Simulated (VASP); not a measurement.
# Ti: intraband terms of a metal's spectrum

Ti, P6/mmm (no. 191), 3 atoms in the cell. PBE, independent-particle dielectric function; PAW potentials Ti_sv (PBE set).

## Input

INCAR.step1:
```
PREC = Accurate
ENCUT = 320
ISMEAR = 1
SIGMA = 0.1
EDIFF = 1E-7
LASPH = T
KPAR = 4
LWAVE = F
LCHARG = T
LMAXMIX = 4
```

INCAR.step2:
```
PREC = Accurate
ENCUT = 320
ISMEAR = 0
SIGMA = 0.3
EDIFF = 1E-6
LASPH = T
KPAR = 4
LWAVE = T
LCHARG = F
LMAXMIX = 4
ICHARG = 11
NBANDS = 40
NEDOS = 3000
OMEGAMAX = 30
CSHIFT = 0.1
```

INCAR.step3, as INCAR.step2 but for:
```
- LWAVE = T
+ LWAVE = F
+ LOPTICS = T
+ ALGO = None
+ NELM = 1
+ ISTART = 1
```

INCAR.step4, as INCAR.step3 but for:
```
+ WPLASMAI = 0.03
```

INCAR.step5 to INCAR.step6 change the same tag again: WPLASMAI = 0.1, 0.3.

INCAR.step7, as INCAR.step6 but for:
```
- WPLASMAI = 0.3
+ RTIME = 20
```

INCAR.step8, as INCAR.step7 but for:
```
- RTIME = 20
+ RTIME = 5
```

INCAR.step9, as INCAR.step8 but for:
```
- RTIME = 5
+ LNABLA = T
```

INCAR.step10, as INCAR.step9 but for:
```
- ISMEAR = 0
- LNABLA = T
+ ISMEAR = -5
```

KPOINTS.step1:
```
k-points
0
Gamma
  7 7 9
```

KPOINTS.step2:
```
k-points
0
Gamma
  10 10 14
```

POSCAR:
```
Ti
1.0
    4.5673748306      0.0000000000      0.0000000000
   -2.2836874153      3.9554626319      0.0000000000
    0.0000000000      0.0000000000      2.8262442700
Ti
3
Direct
    0.6666666667      0.3333333333      0.5000000000
    0.3333333333      0.6666666667      0.5000000000
    0.0000000000      0.0000000000      0.0000000000
```

Commands (each step's output is kept before the next begins):
```
cat potpaw_PBE.64/Ti_sv/POTCAR > POTCAR
cp INCAR.step1 INCAR
cp KPOINTS.step1 KPOINTS
mpirun -np 4 vasp_std > vasp.out
cp INCAR.step2 INCAR
cp KPOINTS.step2 KPOINTS
mpirun -np 4 vasp_std > vasp.out
cp INCAR.step3 INCAR
mpirun -np 4 vasp_std > vasp.out
cp INCAR.step4 INCAR
mpirun -np 4 vasp_std > vasp.out
cp INCAR.step5 INCAR
mpirun -np 4 vasp_std > vasp.out
cp INCAR.step6 INCAR
mpirun -np 4 vasp_std > vasp.out
cp INCAR.step7 INCAR
mpirun -np 4 vasp_std > vasp.out
cp INCAR.step8 INCAR
mpirun -np 4 vasp_std > vasp.out
cp INCAR.step9 INCAR
mpirun -np 4 vasp_std > vasp.out
cp INCAR.step10 INCAR
mpirun -np 4 vasp_std > vasp.out
```

## Result

- Bands: 40

One ground state, settings moved in the last step alone:

| Settings | Plasma frequency (eV) | Im ε at 0.5 eV | Im ε at 1 eV | Im ε at 2 eV | Im ε at 4 eV | Time (s) |
|---|---|---|---|---|---|---|
| interband part alone | 3.38 | 65.4 | 39.8 | 27.7 | 12.5 | 15 |
| Drude term, WPLASMAI 0.03 | 3.38 | 68.1 | 40.1 | 27.7 | 12.5 | 14 |
| Drude term, WPLASMAI 0.1 | 3.38 | 74.2 | 40.9 | 27.8 | 12.6 | 13 |
| Drude term, WPLASMAI 0.3 | 3.38 | 85.6 | 42.9 | 28.1 | 12.6 | 14 |
| relaxation time RTIME 20 fs | 3.38 | 68.4 | 40.1 | 27.7 | 12.5 | 14 |
| relaxation time RTIME 5 fs | 3.38 | 76.7 | 41.3 | 27.9 | 12.6 | 14 |
| transversal form (LNABLA) | 3.21 | 57.4 | 35.0 | 24.6 | 11.7 | 14 |
| tetrahedron method | – | – | – | – | – | no result |

VASP 6.6.1 took 143 s on 4 cores (AMD EPYC 7R43 (Zen 3)), a shared host.
